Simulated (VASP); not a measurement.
# BN in VASP: notebook, part 2 of 2

VASP 6.6.1.

**3. Single point, LDA**

Input file INCAR:

```
PREC = Accurate
ENCUT = 460
EDIFF = 1E-7
ISMEAR = 0
SIGMA = 0.1
LREAL = F
LASPH = T
NELM = 100
ALGO = Normal
ISIF = 2
LWAVE = F
LCHARG = F
GGA = CA
NBANDS = 26
ADDGRID = F
```

Input file KPOINTS:

```
Automatic mesh
0
Gamma
  2 4 3
```

Input file POSCAR:

```
BN
1.0
    4.8800890000      0.0000000000      0.0000000000
    0.0000000000      2.5914640000      0.0000000000
    0.0000000000      0.0000000000      4.2920490000
N B
4 4
Direct
    0.3126810000      0.7789050000      0.1007580000
    0.6862050000      0.2199960000      0.9104900000
    0.1885540000      0.2516410000      0.5901280000
    0.8143530000      0.7609560000      0.4059790000
    0.3484130000      0.2497860000      0.9057480000
    0.1724810000      0.7260260000      0.4021060000
    0.8489350000      0.2255820000      0.5905950000
    0.6397780000      0.7695720000      0.0911510000
```

Potentials or basis: VASP PAW LDA potentials, release 64 (N, B).

The run is started by

```sh
cat potpaw_LDA.64/N/POTCAR potpaw_LDA.64/B/POTCAR > POTCAR
mpirun -np 1 vasp_std > vasp.out
```

OUTCAR:

```text
PREC = Accurate
   ENCUT = 460
   EDIFF = 1E-7
   ISMEAR = 0
   LREAL = F
   LASPH = T
   NELM = 100
   ISIF = 2
   GGA = CA

 Found     14 irreducible k-points:

 Following reciprocal coordinates:
            Coordinates               Weight
  0.000000  0.000000  0.000000      1.000000
  0.500000  0.000000  0.000000      1.000000
  0.000000  0.250000  0.000000      2.000000
  0.500000  0.250000  0.000000      2.000000
  0.000000  0.500000  0.000000      1.000000
  0.500000  0.500000  0.000000      1.000000
   k-points           NKPTS =     14   k-points in BZ     NKDIM =     14   number of bands    NBANDS=     26
   number of dos      NEDOS =    301   number of ions     NIONS =      8
   total plane-waves  NPLWV =  19440
   dimension x,y,z NGX =    36 NGY =   18 NGZ =   30
   dimension x,y,z NGXF=    72 NGYF=   36 NGZF=   60
   ions per type =               4   4
   NGX,Y,Z   is equivalent  to a cutoff of  12.26, 11.55, 11.62 a.u.
   NGXF,Y,Z  is equivalent  to a cutoff of  24.53, 23.09, 23.24 a.u.
 SYSTEM =  unknown system
   PREC   = accura    normal or accurate (medium, high low for compatibility)
   ISTART =      0    job   : 0-new  1-cont  2-samecut
   ICHARG =      2    charge: 1-file 2-atom 10-const
   ISPIN  =      1    spin polarized calculation?
   LNONCOLLINEAR =      F non collinear calculations
   LSORBIT =      F    spin-orbit coupling
   LASPH  =      T    aspherical Exc in radial PAW
   ENCUT  =  460.0 eV  33.81 Ry    5.81 a.u.   8.53  4.53  7.51*2*pi/ulx,y,z
   NELM   =    100;   NELMIN=  2; NELMDL= -5     # of ELM steps
   EDIFF  = 0.1E-06   stopping-criterion for ELM
   LREAL  =      F    real-space projection
   EDIFFG = 0.1E-05   stopping-criterion for IOM
   NSW    =      0    number of steps for IOM
   IBRION =     -1    ionic relax: 0-MD 1-quasi-New 2-CG
   NFREE  =      0    steps in history (QN), initial steepest desc. (CG)
   ISIF   =      2    stress and relaxation
   ISYM   =      2    0-nonsym 1-usesym 2-fastsym
   POTIM  = 0.5000    time-step for ionic-motion
   TEBEG  =    0.0;   TEEND  =   0.0 temperature during run
   PSTRESS=    0.0 pullay stress
   NELECT =      32.0000    total number of electrons
   NUPDOWN=      -1.0000    fix difference up-down
   EMIN   =  10.00;   EMAX   =-10.00  energy-range for DOS
   EFERMI =   0.00;   METHOD = LEGACY
   ISMEAR =     0;   SIGMA  =   0.10  broadening in eV -4-tet -1-fermi 0-gaus
   EFERMI_NEDOS =   21; number of points for ismear=-14 and -15
   IALGO  =     38    algorithm
   IMIX   =      4    mixing-type and parameters
     AMIX     =   0.40;   BMIX     =  1.00
     AMIX_MAG =   1.60;   BMIX_MAG =  1.00
  volume/ion in A,a.u.               =       6.78        45.79
  Fermi-wavevector in a.u.,A,eV,Ry     =   1.372711  2.594047 25.637923  1.884334
  Thomas-Fermi vector in A             =   2.498293
   LORBIT       =      0    0 simple, 1 ext, 2 COOP (PROOUT), +10 PAW based schemes
   GGA     = CA    functional components
   LHFCALC =     F    Hartree Fock is set to
   AEXX    =    0.0000 exact exchange contribution
   IVDW    =     0    specifies the selected vdW correction
   LEPSILON=     F    determine dielectric tensor
   LRPA    =     F    only Hartree local field effects (RPA)
 non-spin polarized calculation
 Gauss-broadening in eV      SIGMA  =   0.10
  energy-cutoff  :      460.00
  volume of cell :       54.28
 maximum number of plane-waves:      1239
 NGX is ok and might be reduce to    36

 number of electron      31.9999997 magnetization

 Free energy of the ion-electron system (eV)
  ---------------------------------------------------
  ext. energy  EPLUGINS =         0.00000000
  ---------------------------------------------------
  free energy    TOTEN  =       -74.81798298 eV

  energy without entropy =      -74.81798298  energy(sigma->0) =      -74.81798298

 E-fermi :   6.1607     XC(G=0): -12.1737

 val. band max:        5.6411941074   @ k =   0.0000   0.0000   0.0000
 cond. band min:      10.9962803060   @ k =   0.5000   0.0000   0.3333
 fundamental gap:      5.3550861986
 Fermi energy:         6.1607158356

 k-point     1 :       0.0000    0.0000    0.0000
  band No.  band energies     occupation
      1     -14.0517      2.00000
      2     -11.4304      2.00000
      3     -10.4044      2.00000
      4      -8.3407      2.00000
      5      -3.2190      2.00000
      6      -2.8634      2.00000
[... 163 lines left out ...]
     25      18.5185      0.00000
     26      18.7387      0.00000

 [... further k-points ...]

------------------------ aborting loop because EDIFF is reached ----------------------------------------

  FORCE on cell =-STRESS in cart. coord.  units (eV):
  Direction    XX          YY          ZZ          XY          YZ          ZX
  --------------------------------------------------------------------------------------
  -------------------------------------------------------------------------------------
  Total       -5.1548389     -0.8583382     -2.2539434      1.2584940     -2.0275657     -0.7050448
  in kB     -152.1556511    -25.3356133    -66.5297648     37.1470347    -59.8477629    -20.8108442
  external PRESSURE =     -81.3403431 kB  Pullay stress =       0.0000000 kB

 VOLUME and BASIS-vectors are now :
 -----------------------------------------------------------------------------
  energy-cutoff  :      460.00
  volume of cell :       54.28
      direct lattice vectors                 reciprocal lattice vectors
     4.880089000  0.000000000  0.000000000     0.204914296  0.000000000  0.000000000
     0.000000000  2.591464000  0.000000000     0.000000000  0.385882266  0.000000000
     0.000000000  0.000000000  4.292049000     0.000000000  0.000000000  0.232988952

 POSITION                                       TOTAL-FORCE (eV/Angst)
 -----------------------------------------------------------------------------------
      1.52591      2.01850      0.43246         0.697635     -2.349564     -0.636623
      3.34874      0.57011      3.90787        -0.432205      3.498172     -2.423463
      0.92016      0.65212      2.53286         0.499351     -1.346843      1.817707
      3.97412      1.97199      1.74248        -0.173907     -2.448114     -1.417759
      1.70029      0.64731      3.88751        -0.859514      1.306247     -1.226795
      0.84172      1.88147      1.72586        -1.373374      2.175490      0.047058
      4.14288      0.58459      2.53486        -0.690400      2.118475      1.264534
      3.12217      1.99432      0.39122         2.332412     -2.953863      2.575340
 -----------------------------------------------------------------------------------
    total drift:                                0.000092     -0.000132      0.000010

  FREE ENERGIE OF THE ION-ELECTRON SYSTEM (eV)
  ---------------------------------------------------
  free  energy   TOTEN  =       -74.8179829835 eV

  energy  without entropy=      -74.8179829835  energy(sigma->0) =      -74.81798298
```

OSZICAR:

```text
N       E                     dE             d eps       ncg     rms          rms(c)
DAV:   1     0.938868506024E+02    0.93887E+02   -0.15522E+04   728   0.107E+03
DAV:   2    -0.735117099706E+02   -0.16740E+03   -0.15714E+03   932   0.250E+02
DAV:   3    -0.802827200470E+02   -0.67710E+01   -0.67249E+01  1000   0.490E+01
DAV:   4    -0.803388784469E+02   -0.56158E-01   -0.56105E-01   912   0.473E+00
DAV:   5    -0.803396098944E+02   -0.73145E-03   -0.73122E-03   966   0.516E-01    0.138E+01
DAV:   6    -0.754217488421E+02    0.49179E+01   -0.11148E+01   866   0.191E+01    0.604E+00
DAV:   7    -0.749624741147E+02    0.45927E+00   -0.72420E-01   924   0.490E+00    0.373E+00
DAV:   8    -0.748217042158E+02    0.14077E+00   -0.25702E-01   868   0.293E+00    0.404E-01
DAV:   9    -0.748180281836E+02    0.36760E-02   -0.18585E-02   892   0.875E-01    0.222E-01
DAV:  10    -0.748179710824E+02    0.57101E-04   -0.87718E-04   982   0.197E-01    0.577E-02
DAV:  11    -0.748179826703E+02   -0.11588E-04   -0.15166E-04   886   0.782E-02    0.253E-02
DAV:  12    -0.748179825359E+02    0.13441E-06   -0.13737E-05   950   0.259E-02    0.855E-03
DAV:  13    -0.748179829250E+02   -0.38913E-06   -0.13139E-06   920   0.769E-03    0.313E-03
DAV:  14    -0.748179829835E+02   -0.58486E-07   -0.15890E-07   620   0.309E-03
   1 F= -.74817983E+02 E0= -.74817983E+02  d E =-.446152E-14
```

It took 12 s on 1 thread of Intel Xeon Platinum 8259CL at 2.50GHz (Skylake/Cascade Lake), shared host; peak memory 0.13 GiB.

The run converged, but some of its settings lie outside the range that counts as converged, so its numbers aren't taken as properties of the crystal.

What came out:

| Quantity | Value |
| --- | --- |
| Free energy | -74.8180 eV |
| Pressure | -8.1 GPa |
| Largest force | 4.560 eV/Å |
| Band gap on the k mesh | 5.36 eV, indirect (least direct gap 5.78 eV) |

Caveat: the k mesh is coarse (spacing up to 0.64 Å⁻¹), so the values aren't converged; the cutoff is under 1.25 times the usual one of these potentials, so pressure, stress and relaxed cells hold a basis-set (Pulay) error; an odd mesh through Γ misses points on the zone boundary, where band edges often lie.
